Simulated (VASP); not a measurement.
Here is a VASP 6.6.1 calculation.

The input POSCAR:

```
KBr
1.0
    0.0000000000      3.8417325285      3.3390821501
    3.8417325285      0.0000000000      3.3390821501
    3.8417325285      3.8417325285      0.0000000000
K Br
1 1
Direct
    0.0000000000      0.0000000000      0.0000000000
    0.2500000000      0.2500000000      0.2500000000
```

Contents of INCAR.step1:

```
PREC = Accurate
ENCUT = 520
EDIFF = 1E-5
ISMEAR = 0
SIGMA = 0.01
LREAL = False
LASPH = True
NELM = 100
ALGO = Normal
ISIF = 2
LWAVE = True
LCHARG = False
GGA = PE
NBANDS = 15
```

The input INCAR.step2:

```
PREC = Accurate
ENCUT = 520
EDIFF = 1E-7
ISMEAR = 0
SIGMA = 0.01
LREAL = False
LASPH = True
NELM = 100
ALGO = Normal
ISIF = 2
LWAVE = False
LCHARG = False
GGA = PE
LHFCALC = True
HFSCREEN = 0.2079
PRECFOCK = Normal
ISTART = 1
NBANDS = 15
```

KPOINTS

```
regular mesh
0
Gamma
  4 4 4
```

Potentials or basis: VASP PAW PBE potentials, release 64 (K_sv, Br).

Launch:

```sh
$ cat potpaw_PBE.64/K_sv/POTCAR potpaw_PBE.64/Br/POTCAR > POTCAR
$ cp INCAR.step1 INCAR
$ mpirun -np 1 vasp_std > vasp.out
$ cp INCAR.step2 INCAR
$ mpirun -np 1 vasp_std > vasp.out
```

Problem. Estimate the band gap on the k mesh.

Solution. 5.34 eV, indirect (least direct gap 5.37 eV).

Problem. Estimate the pressure.

Solution. 0.2 GPa.

Caveat: the PAW data sets were made with another functional, which shifts forces and pressure a little. A k mesh can miss the band edges.
